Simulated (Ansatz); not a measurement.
# CsPbI3, pressure series

Start from CsPbI₃ in the cubic perovskite structure (space group Pm-3m, No. 221; a = 6.247 Å).

Cell and atoms are relaxed at each pressure.

Method: PBEsol (Ansatz, a first-principles code), without spin-orbit coupling.

Only one of these keeps a band gap. Which?
(A) pressure −2 GPa
(B) pressure 9 GPa
(C) pressure 18 GPa

A, pressure −2 GPa. Computed: pressure −2 GPa: 1.65 eV; pressure 18 GPa: zero; pressure 9 GPa: zero

The mesh was chosen for an insulator and is coarse for the gapless case. With I and Pb present, leaving out spin-orbit coupling can change the band edges. Load acts through the strain it causes; cell and atoms are relaxed under it. Whether these cells are dynamically stable was not tested. No other phases were tried under pressure. The final runs are not spin-polarised. Many cubic perovskites are stable only at high temperature; tilts and polar distortions were not tested. This is not the structure that CsPbI3 has at room temperature and ambient pressure. The zero or small gap of CsPbI3 under pressure 18 GPa and CsPbI3 under pressure 9 GPa can change with the level of theory.
